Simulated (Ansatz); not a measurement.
Rows from a G0W0 calculation on GaAs (F-43m) (Ansatz 0.2.0; G0W0 on PBE, plane waves, PAW; 10×10×10 mesh, 188 empty bands, screening to 150 eV, hard PAW files), in eV. Spin-orbit coupling is left out.

| row | k | band | start | Σx | Σc at the solution | Vxc |
| --- | --- | --- | --- | --- | --- | --- |
| A | Γ | v1 | 8.848 | -16.700 | 0.784 | -15.319 |
| B | Γ | c1 | 9.368 | -12.326 | -3.477 | -16.018 |
| C | Γ | c2 | 12.589 | -7.878 | -4.266 | -12.185 |

Q: Give the quasiparticle energies and the shift of each level.

The quasiparticle equation reads E = start + Σx + Σc(E) − Vxc.

| row | E (eV) | shift (eV) |
| --- | --- | --- |
| A | 8.251 | −0.597 |
| B | 9.584 | +0.215 |
| C | 12.630 | +0.041 |

Limits: not at the basis limit; no spin-orbit coupling.

[Runs of the session that timed out or met a known fault of the program may be left out.]

[Cells called generated may have been cut or substituted from an entry of the Crystallography Open Database or the Materials Project.]

[Hosts, paths, dates, database ids (printed as entryN), source tags and the programs' standing remarks are cut or masked in the printed files.]
